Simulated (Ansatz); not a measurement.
**MgO: single point with PBE**

**What was measured.**

“Electronic structure of alkaline earth and post-transition metal oxides”, 2009, arxiv:0908.1581 quotes, for a bulk crystal of MgO: band gap 7.83 eV.

MgO:

```
Mg O
1.0
     0.00000    2.09700    2.09700
     2.09700    0.00000    2.09700
     2.09700    2.09700    0.00000
Mg O
1 1
Direct
  0.00000 0.00000 0.00000
  0.50000 0.50000 0.50000
```

The cell is a database's computed one.

```
Program             : Ansatz 0.2.0
Task                : single point
Functional          : PBE
Potentials or basis : Ansatz PAW
Cutoff              : 420 eV (not typed: the program's choice for these potentials)
k mesh              : 11 × 11 × 11
Occupations         : gaussian, width 0.017 eV
Spin                : no spin polarisation
```

```yaml
Pressure: 6.9 GPa
Band_gap_on_the_k_mesh: 4.87 eV, direct
```

Levels at points of the mesh, in eV from the valence-band top:
| k point | band 5 | band 6 | band 7 | band 8 | band 9 | band 10 | band 11 | band 12 |
| --- | --- | --- | --- | --- | --- | --- | --- | --- |
| (0.00, 0.00, 0.00) | -17.32 | 0.00 | 0.00 | 0.00 | 4.87 | 15.90 | 15.90 | 15.90 |

Wall time 0.36 s on 2 threads of Intel(R) Xeon(R) 6975P-C (Granite Rapids), on a shared host, peak memory 0.32 GiB.

Against the measured gap of MgO, 7.83 eV (quoted in “Electronic structure of alkaline earth and post-transition metal oxides”, 2009, arxiv:0908.1581), the calculated 4.87 eV is off by -2.96 eV. The value is that of PBE, without temperature or zero-point motion. Semilocal functionals fall short of measured gaps as a rule. The cell is a database's relaxed one, not the measured one, which moves gaps too.

Caveat: odd divisions of the mesh miss points on the zone boundary, where band edges often lie, so the gap on the mesh can be too wide; the pressure holds a Pulay correction of +0.6 GPa for the finite cutoff.
